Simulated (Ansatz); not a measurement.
Starting cell, ZrO2 (baddeleyite type, space group P2_1/c):

```
CELL_PARAMETERS angstrom
      5.18930     0.00000     0.00000
      0.00000     5.24180     0.00000
     -0.90344     0.00000     5.30261
ATOMIC_POSITIONS crystal
  Zr 0.27571 0.04384 0.21016
  Zr 0.72429 0.54384 0.28984
  Zr 0.72429 0.95616 0.78984
  Zr 0.27571 0.45616 0.71016
  O  0.06488 0.32613 0.35022
  O  0.93512 0.82613 0.14978
  O  0.93512 0.67387 0.64978
  O  0.06488 0.17387 0.85022
  O  0.45109 0.75674 0.47528
  O  0.54891 0.25674 0.02472
  O  0.54891 0.24326 0.52472
  O  0.45109 0.74326 0.97528
```

A phonon eigenvector at Γ is frozen into this cell: atom i moves by Q times the vector below, so Q is the largest atomic displacement, in Å. The cell is held.

```tsv
atom	x	y	z
Zr1	-0.713	0.195	0.673
Zr2	0.713	0.195	-0.673
Zr3	-0.713	0.195	0.673
Zr4	0.713	0.195	-0.673
O5	-0.322	-0.341	-0.054
O6	0.322	-0.341	0.054
O7	-0.322	-0.341	-0.054
O8	0.322	-0.341	0.054
O9	-0.349	-0.770	-0.144
O10	0.349	-0.770	0.144
O11	-0.349	-0.770	-0.144
O12	0.349	-0.770	0.144
```

All values below come from PBE (plane waves to 420 eV, PAW, scalar-relativistic; Ansatz, a first-principles code). k mesh 5×5×5 (Γ-centred), Fermi-Dirac smearing 0.05 eV. The PAW data are Ansatz's earlier set. ZrO2 is run without spin polarisation. ZrO2 was relaxed with its symmetry unable to fall.

At one point of the scan the forces (eV/Å) are:

```tsv
atom	Fx	Fy	Fz
Zr1	-1.721	0.353	1.490
Zr2	1.721	0.353	-1.490
Zr3	-1.848	0.803	1.921
Zr4	1.848	0.803	-1.921
O5	-0.250	-0.015	0.198
O6	0.250	-0.015	-0.198
O7	0.086	-0.381	-0.294
O8	-0.086	-0.381	0.294
O9	-0.203	-0.225	-0.222
O10	0.203	-0.225	0.222
O11	-0.191	-0.535	0.190
O12	0.191	-0.535	-0.190
```

### Question
Which point is it?
A. Q = -0.047 Å
B. Q = -0.140 Å
C. Q = -0.280 Å
D. Q = -0.093 Å

### Answer
B, Q = -0.140 Å

(A displaced cell: forces are minus the slopes of the energy, force constants its curvatures, and phonons follow from these.)
